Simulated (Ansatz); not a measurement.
## Density of states of MnSb

```xyz
2
Lattice="0.0000 2.7858 2.7858 2.7858 0.0000 2.7858 2.7858 2.7858 0.0000" Properties=species:S:1:pos:R:3 pbc="T T T"
Mn    0.0000    0.0000    0.0000
Sb    2.7858    2.7858    2.7858
```

Conventional cell: a = 5.572 Å, b = 5.572 Å, c = 5.572 Å, α = 90.00°, β = 90.00°, γ = 90.00°. Mn (atom 1) has 6 Sb at 2.79 Å as nearest neighbours. Around Sb (atom 2) lie 6 Mn at 2.79 Å.

The structure comes from a relaxation in the same program, started in the rocksalt type, and has space group Fm-3m. Whether it is a known phase or the ground state wasn't checked.

Other magnetic orders may lie lower; this is the state that the run reached.

Spin–orbit coupling is left out, though it moves levels of the heavy atoms by tenths of an eV or more.

All numbers below come from Ansatz 0.2.0, DFT, PBE, all-electron LAPW, scalar-relativistic.

Numerical set-up: a Γ-centred 11×11×11 k mesh, Fermi–Dirac smearing of 0.03 eV, basis error target 1 meV/atom, spin-polarised from start moments Mn1 4 μB, ending with a cell moment of 3.79 μB.

Task: Which of the resolved shells contributes most within 0.3 eV of the Fermi level?

Result: Mn 3d, with 53 % of all states there; Sb 5p follows with 35 %.

Task: Where is the centre of the filled Mn 3d states between -14 eV and the top of the filled states?

Result: -2.85 eV from the Fermi level.

Task: Tabulate the density of states.

Result: States per eV and cell, averaged over 0.6 eV, from -10.0 to 4.2 eV, with energies (bin centres) from the Fermi level; empty bins are left out. The partial columns, the largest 4 alone, are projections on Löwdin-orthogonalised atomic shells (those that the program's projection atoms carry: the occupied ones and, for some elements, an empty d or f shell; other empty shells have no column), summed over atoms of an element and both spins. Weights on diffuse s and p shells depend on that basis and aren't pure angular character.
| E (eV) | spin-up | spin-down | Mn 3d | Sb 5p | Sb 5s | Mn 4s |
| --- | --- | --- | --- | --- | --- | --- |
| -9.8 | 0.41 | 0.44 | 0.02 | 0.06 | 0.65 | 0.10 |
| -9.2 | 0.86 | 0.84 | 0.11 | 0.05 | 1.46 | 0.06 |
| -6.2 | 0.02 | 0.00 | 0.00 | 0.01 | 0.00 | 0.00 |
| -5.6 | 0.24 | 0.04 | 0.04 | 0.17 | 0.01 | 0.05 |
| -5.0 | 0.76 | 0.26 | 0.20 | 0.64 | 0.04 | 0.13 |
| -4.4 | 0.57 | 0.81 | 0.27 | 0.94 | 0.06 | 0.10 |
| -3.8 | 2.22 | 0.33 | 1.61 | 0.84 | 0.04 | 0.04 |
| -3.2 | 1.49 | 0.50 | 1.37 | 0.55 | 0.02 | 0.02 |
| -2.6 | 3.35 | 0.64 | 3.32 | 0.56 | 0.02 | 0.06 |
| -2.0 | 0.99 | 1.47 | 1.17 | 1.09 | 0.05 | 0.10 |
| -1.4 | 0.79 | 0.69 | 0.65 | 0.67 | 0.06 | 0.07 |
| -0.8 | 0.64 | 0.22 | 0.33 | 0.43 | 0.03 | 0.04 |
| -0.2 | 0.56 | 0.27 | 0.35 | 0.37 | 0.02 | 0.03 |
| 0.4 | 0.51 | 1.75 | 1.67 | 0.38 | 0.02 | 0.07 |
| 1.0 | 0.46 | 3.28 | 3.00 | 0.42 | 0.05 | 0.15 |
| 1.6 | 0.43 | 1.44 | 1.14 | 0.55 | 0.03 | 0.06 |
| 2.2 | 0.41 | 0.74 | 0.49 | 0.48 | 0.03 | 0.07 |
| 2.8 | 0.19 | 0.55 | 0.26 | 0.26 | 0.03 | 0.10 |
| 3.4 | 0.22 | 0.45 | 0.17 | 0.22 | 0.02 | 0.14 |
| 4.0 | 0.37 | 0.23 | 0.05 | 0.12 | 0.02 | 0.18 |
